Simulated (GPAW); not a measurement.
The system is KF (Carobbiite).

```
K F
1.0
     0.00000    2.67185    2.67185
     2.67185    0.00000    2.67185
     2.67185    2.67185    0.00000
K F
1 1
Direct
  0.00000 0.00000 0.00000
  0.50000 0.50000 0.50000
```

Base run:

```yaml
Program: GPAW 26.7.0
Functional: PBE
Potentials_or_basis: GPAW PAW data sets (gpaw-data 1.2.1)
Cutoff: 800 eV
Basis: pw
k_mesh: 9 × 9 × 9
Occupations: fermi-dirac, width 0.05 eV
Spin: no spin polarisation
```

Its results: band gap on the k mesh 6.18 eV, direct; pressure 0.6 GPa.

Question: The run is repeated on the same cell with these changes: functional from PBE to r2SCAN. What comes out?

Answer: Band gap on the k mesh 6.83 eV, direct; pressure -1.5 GPa.

r2SCAN gives the wider gap, since meta-GGAs in the generalised Kohn-Sham scheme recover part of the derivative discontinuity.

Caveats: the PAW data sets were made with another functional, which shifts forces and pressure a little (some runs).

Not every run made on this cell is shown here.
